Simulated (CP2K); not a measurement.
Crystal: GaP.

```
CELL_PARAMETERS angstrom
3.85409 0.00000 0.00000
1.92704 3.33774 0.00000
1.92704 1.11258 3.14685
ATOMIC_POSITIONS crystal
Ga 0.00000 0.00000 0.00000
P 0.75000 0.75000 0.75000
```

Base run:

- Program: CP2K 2026.2
- Functional: PBE
- Potentials or basis: POTENTIAL_UZH Ga GTH-PBE-q13, P GTH-PBE-q5; TZVP-MOLOPT-PBE-GTH basis
- Density cutoff: 6123 eV
- k mesh: 8 × 8 × 8
- Occupations: fermi-dirac, width 0.05 eV
- Spin: no spin polarisation

Its results: band gap on the k mesh 1.66 eV, indirect (least direct gap 1.78 eV); pressure 2.9 GPa.

The run is repeated on the same cell with these changes: functional from PBE to rPW86PBE; rel_cutoff (ry) from 60 Ry to 60. What comes out?

Band gap on the k mesh 1.71 eV, indirect (least direct gap 1.77 eV); pressure 5.8 GPa.

Caveats: the basis of atomic orbitals isn't converged, which shifts pressures, moduli and gaps; the potentials were made for another functional, which shifts forces and pressure (some runs).

Not every run made on this cell is shown here.
